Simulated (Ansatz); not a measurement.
# Ge: opening a crack plane

Ge, Fd-3m, a = 5.676 Å. Ansatz: PBEsol, PAW, 420 eV, Γ-centred 17×17×6 mesh on 6 atoms, Gaussian smearing 0.15 eV; no spin polarisation. One cut on (111) per cell of 6 atoms is opened rigidly by x, between planes of Ge and Ge that stand 2.46 Å apart; y is the energy per area (13.949 Å², 1 eV/Å² = 16.02 J/m²).

```tsv
x (Å)	y (J/m²)
0.00	0.000
0.25	?
0.50	0.546
1.00	1.286
2.00	2.088
3.00	2.251
6.00	2.272
```

**Question.** Fit the universal binding curve y = W[1 − (1 + x/l) e^(−x/l)] to the other rows, give the peak stress, and predict the missing value.

**Answer.** Least squares gives W = 2.30 J/m² and l = 0.528 Å. The stress dy/dx peaks at x = l with W/(e l) = 16.0 GPa, for rigid faces. At x = 0.25: x/l = 0.473, y = 0.189 J/m². The run gave 0.183 J/m², so the fit is 0.006 J/m² too high, within the rms miss on the fitted rows (0.023 J/m²).

Cost: 8 runs of about 12 core-minutes in all, on Arm Neoverse V2 (shared hosts).

The cut crosses the widely spaced (111) planes, where each surface atom loses a single bond along the normal, so the curve mainly traces the loss of sp³ overlap across the gap. That overlap decays quickly, which is why most of the energy is spent by 2.00 Å and only a little is gained between 3.00 and 6.00 Å. The missing long-range tail may reflect short-ranged covalent bonding, but also a semilocal functional that lacks dispersion.

The universal form predicts the withheld point well, yet its misses are not random: it lies above the data at small opening, below at 2.00 Å and above again at 6.00 Å. The computed curve thus saturates more abruptly than the fit, and the last row, 2.272 J/m², is a better estimate of the separation work than the fitted W. That work covers both new faces, so it is twice the energy of one unreconstructed surface. The peak stress is an ideal strength for uniform separation; real brittle germanium fails far below it, because flaws concentrate the load.
